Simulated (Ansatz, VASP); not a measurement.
**One calculation of B, two programs**

Contents of INCAR:

```
SYSTEM = B
PREC = Accurate ; ENCUT = 520
EDIFF = 1E-7 ; ISMEAR = -1
SIGMA = 0.05 ; LREAL = .FALSE.
LASPH = .TRUE. ; NELM = 80
ALGO = Normal ; ISIF = 2
LWAVE = .FALSE. ; LCHARG = .FALSE.
GGA = PE ; NBANDS = 10
```

File KPOINTS:

```
regular mesh
0
G
  16 9 7
  0 0 0
```

The input POSCAR:

```
B
1.0
    1.6245600000      0.0000000000      0.0000000000
    0.0000000000      2.8661500000      0.0000000000
    0.0000000000      0.0000000000      3.9144000000
B
2
Direct
   -0.0000200000      0.5120920000      0.6158960000
    0.5140320000      0.0054650000      0.3975270000
```

File input.yaml:

```yaml
crystal:
  lattice:
    - [1.62456, 0.0, 0.0]
    - [0.0, 2.86615, 0.0]
    - [0.0, 0.0, 3.9144]
  atoms:
    - { symbol: B, position: [-2.0e-05, 0.512092, 0.615896] }
    - { symbol: B, position: [0.514032, 0.005465, 0.397527] }
hamiltonian:
  xc: pbe
  pseudopotentials: { kind: paw }
kpoints:
  mp_grid: { grid: [16, 9, 7] }
scf:
  occupations: { method: fermi_dirac, width: 0.05 }
output:
  forces: true
  stress: true
  eigenvalues: true
```

Change from the starting cell: atoms moved at random, drawn with an rms of 0.05 Å.

Alike in both runs: task single point; functional PBE; k mesh 16 × 9 × 7; occupations fermi-dirac, width 0.05 eV; no spin polarisation.

|  | VASP | Ansatz |
| --- | --- | --- |
| version | VASP 6.6.1 | Ansatz 0.2.0 |
| potentials or method | VASP PAW PBE potentials, release 64 (B) | Ansatz PAW |
| plane-wave cutoff (eV) | 520 | 420 |
| valence electrons in the cell | 6 | 6 |

|  | VASP | Ansatz | Ansatz less VASP |
| --- | --- | --- | --- |
| gap on the k mesh at the Fermi level (eV) | none | none | - |
| pressure (GPa) | 0.2 | 0.2 | +0.02 |
| largest component of the traceless stress (GPa) | 1.70 | 1.70 | -0.003 |
| rms of the force components (eV/Å) | 0.160 | 0.160 | -0.0003 |

Atom by atom the forces differ by 0.001 eV/Å (rms over components). A gap of «none» marks a metal or a gap that the smearing closes. The functional is the same, so the differences come from potentials, cutoffs and numerics.
